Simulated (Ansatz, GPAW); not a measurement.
FeO: programs and potentials compared

```xyz
2
Lattice="0.0000 2.1554 2.1554 2.1554 0.0000 2.1554 2.1554 2.1554 0.0000" Properties=species:S:1:pos:R:3 pbc="T T T"
Fe    0.0000    0.0000    0.0000
O     2.1554    2.1554    2.1554
```

Alike in all runs: task single point; functional PBE; k mesh 11 × 11 × 11; occupations gaussian, width 0.012 eV; collinear spin, ferromagnetic start; no spin-orbit coupling. The measured crystal is an antiferromagnetic insulator; the state found here is the runs' own. Pressure is positive in compression and, in plane waves, holds the error of the finite cutoff, which Ansatz's Pulay term estimates and takes out.

| program and potentials | plane-wave cutoff (eV) | notes | pressure (GPa) | net moment per atom (μB) |
| --- | --- | --- | --- | --- |
| Ansatz, Ansatz PAW | 420 | 11 valence electrons an atom on average; Pulay term of +0.65 GPa included | -0.27 | 2.00 |
| Ansatz, all-electron LAPW, scalar-relativistic | - | - | ? | ? |
| GPAW, GPAW PAW data sets (gpaw-data 1.2.1) | 800 | 7 valence electrons an atom on average | 0.75 | 2.00 |

Task: Estimate from the other rows what the run with Ansatz, all-electron LAPW, scalar-relativistic gave.

Result: Pressure -0.37 GPa; net moment per atom 2.00 μB. The other rows, which needn't bracket it: pressure -0.27 to 0.75; net moment per atom 2.00.
